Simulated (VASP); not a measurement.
Crystal: Ru.

```
CELL_PARAMETERS angstrom
2.70580 0.00000 0.00000
-1.35290 2.34329 0.00000
0.00000 0.00000 4.28190
ATOMIC_POSITIONS crystal
Ru 0.66667 0.33333 0.75000
Ru 0.33333 0.66667 0.25000
```

```yaml
Program: VASP 6.6.1
Task: relaxation of cell and atoms
Functional: vdW-DF2
Potentials_or_basis: VASP PAW PBE potentials, release 64 (Ru_pv)
Cutoff: 600 eV
k_mesh: 11 × 11 × 6
Occupations: fermi-dirac, width 0.05 eV
Spin: no spin polarisation
```

At the start: pressure 27.9 GPa; volume 13.57 Å³/atom.

Q: How do energy, volume and symmetry change on relaxing?

A: Over 10 steps the energy falls by 102.3 meV/atom and the volume is 14.86 Å³/atom (+9.5 %); space group P6_3/mmc (No. 194, to 0.05 Å).

The path:
| step | energy change (eV) | largest force (eV/Å) | pressure (GPa) | volume (Å³) |
| --- | --- | --- | --- | --- |
| 1 | 0.0000 | 0.0000 | 27.95 | 27.15 |
| 2 | 0.7863 | 0.0000 | -31.81 | 37.56 |
| 3 | -0.2028 | 0.0000 | -2.06 | 29.97 |
| 4 | -0.2044 | 0.0000 | -0.28 | 29.75 |
| 5 | -0.2044 | 0.0000 | 0.21 | 29.70 |
| 6 | -0.2046 | 0.0000 | 0.15 | 29.70 |
| 7 | -0.2046 | 0.0000 | 0.15 | 29.70 |
| 8 | -0.2046 | 0.0000 | 0.15 | 29.70 |
| 9 | -0.2046 | 0.0000 | -0.29 | 29.75 |
| 10 | -0.2047 | 0.0000 | 0.04 | 29.72 |

Final structure:
```
Ru
1.0
     2.79046    0.00000    0.00000
    -1.39523    2.41661    0.00000
     0.00000    0.00000    4.40725
Ru
2
Direct
  0.66667 0.33333 0.75000
  0.33333 0.66667 0.25000
```

Caveat: the PAW data sets were made with another functional, which shifts forces and pressure a little.
